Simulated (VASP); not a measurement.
A run of VASP 6.6.1 is set up as follows.

The input INCAR:

```
  PREC = Accurate
  ENCUT = 520
  EDIFF = 1E-7
  ISMEAR = 0
  SIGMA = 0.02
  LREAL = False
  LASPH = True
  NELM = 150
  ALGO = Normal
  ISIF = 3
  LWAVE = False
  LCHARG = False
  ISPIN = 2
  MAGMOM = 3 -3 0 0
  LORBIT = 11
  LMAXMIX = 4
  METAGGA = R2SCAN
  LMIXTAU = True
  IBRION = 2
  NSW = 80
  EDIFFG = -0.002
```

KPOINTS

```
Automatic mesh
0
Gamma
  10 10 8
```

Contents of POSCAR:

```
CoO
1.0
    0.0000000000      2.1315000000     -2.1315000000
    0.0000000000      2.1315000000      2.1315000000
    4.2630000000      0.0000000000      0.0000000000
Co O
2 2
Direct
    0.0000000000      0.0000000000      0.0000000000
    0.5000000000      0.5000000000      0.5000000000
    0.0000000000      1.0000000000      0.5000000000
    0.5000000000      1.5000000000      1.0000000000
```

Potentials or basis: VASP PAW PBE potentials, release 64 (Co, O).

Run with:

```console
$ cat potpaw_PBE.64/Co/POTCAR potpaw_PBE.64/O/POTCAR > POTCAR
$ mpirun -np 1 vasp_std > vasp.out
```

(1) Predict the relaxed volume.

(2) Predict the site moments.

(3) What does it give for the band gap on the k mesh?

(4) Predict the net moment.

Answers

(1) 9.54 Å³/atom.

(2) Co +2.64, -2.64; O -0.15, +0.15 μB.

(3) none (metal or under the smearing width).

(4) 0.00 μB per cell.

Caveat: the PAW data sets were made with another functional, which shifts forces and pressure a little; semilocal functionals often make such compounds metallic where correlation or magnetic order opens a gap, which also shifts bond lengths.
